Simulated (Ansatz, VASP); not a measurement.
## SrO in VASP and in Ansatz

```
Sr O
1.0
     4.27547    0.00000    0.00000
    -2.13773    3.70266    0.00000
     0.00000    0.00000    5.15559
Sr O
2 2
Direct
  0.33333 0.66667 0.93813
  0.66667 0.33333 0.43813
  0.33333 0.66667 0.43687
  0.66667 0.33333 0.93687
```

Alike in both runs: task single point; functional LDA; k mesh 6 × 6 × 4; occupations gaussian, width 0.1 eV; no spin polarisation.

```csv
,VASP,Ansatz
version,VASP 6.6.1,Ansatz 0.2.0
potentials or method,"VASP PAW LDA potentials, release 64 (Sr_sv, O)","scalar-relativistic, plane waves, PAW"
plane-wave cutoff (eV),520,420
valence electrons in the cell,32,32
```

```tsv
	VASP	Ansatz	Ansatz less VASP
gap on the k mesh at the Fermi level (eV)	2.45	2.46	+0.009
least direct gap on the mesh (eV)	2.45	2.46	+0.009
pressure (GPa)	-4.0	-4.5	-0.55
largest component of the traceless stress (GPa)	0.34	0.36	+0.016
rms of the force components (eV/Å)	0.007	0.006	-0.0006
```

Atom by atom the forces differ by 0.001 eV/Å (rms over components).
